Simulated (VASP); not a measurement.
A run of VASP 6.6.1 is set up as follows.

File INCAR:

```
SYSTEM = TiH
ALGO = Normal
EDIFF = 1E-6
ENCUT = 520
GGA = PS
ISIF = 2
ISMEAR = 0
LASPH = .True.
LCHARG = .False.
LREAL = .False.
LWAVE = .False.
NBANDS = 21
NELM = 100
PREC = Accurate
SIGMA = 0.02
```

KPOINTS

```
k-points
0
Gamma
  11 11 5
  0 0 0
```

File POSCAR:

```
TiH
1.0
    2.8775815179      0.0000000000      0.0000000000
   -1.4387907589      2.4920586959      0.0000000000
    0.0000000000      0.0000000000      5.2632940000
Ti H
2 2
Direct
    0.0000000000      0.0000000000      0.5000000000
    0.0000000000      0.0000000000      0.0000000000
    0.3333333333      0.6666666667      0.2500000000
    0.6666666667      0.3333333333      0.7500000000
```

Potentials or basis: VASP PAW PBE potentials, release 54 (Ti_sv, H).

Launch:

```bash
$ cat potpaw_PBE.54/Ti_sv/POTCAR potpaw_PBE.54/H/POTCAR > POTCAR
$ mpirun -np 1 vasp_std > vasp.out
```

What does it give for the band gap on the k mesh?

None (metal or under the smearing width).

What does it give for the pressure?

-5.1 GPa.

Stress tensor (GPa, compression positive):
```
-5.82  0.00  0.00
 0.00 -5.82  0.00
 0.00  0.00 -3.64
```

Caveat: the PAW data sets were made with another functional, which shifts forces and pressure a little.
